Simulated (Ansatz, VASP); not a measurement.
One calculation of Au, two programs

```
Au
1.0
     2.76868    0.00000    0.00000
     0.00000    2.76868    0.00000
     0.00000    0.00000    2.70662
Au
1
Direct
  0.00000 0.00000 0.00000
```

Change from the starting cell: z stretched by -1.5 % at fixed volume, crystal datasets.

Alike in both runs: task electric field gradients; functional PBE; k mesh 12 × 12 × 12; occupations fermi-dirac, width 0.08 eV; no spin polarisation.

|  | VASP | Ansatz |
| --- | --- | --- |
| version | VASP 6.6.1 | Ansatz 0.2.0 |
| potentials or method | VASP PAW PBE potentials, release 64 (Au), cutoff 520 eV | all-electron PAW with datasets made for the crystal, scalar-relativistic |

VASP gave:

| Quantity | Value |
| --- | --- |
| pressure (GPa) | 0.0 |
| largest component of the traceless stress (GPa) | 3.53 |
| Vzz of the field gradient on the site that differs most (V/Å²) | -26.8 |

Task: Which values does Ansatz return?

Result: Pressure (GPa): 0.2; largest component of the traceless stress (GPa): 3.55; Vzz of the field gradient on the site that differs most (V/Å²): -11.4.

Ansatz ran all-electron here, so the differences hold the error of VASP's frozen core and of both bases. Ansatz warned: «gradients_without_spin_orbit».

Spin-orbit coupling is left out, which matters for the levels of Au.
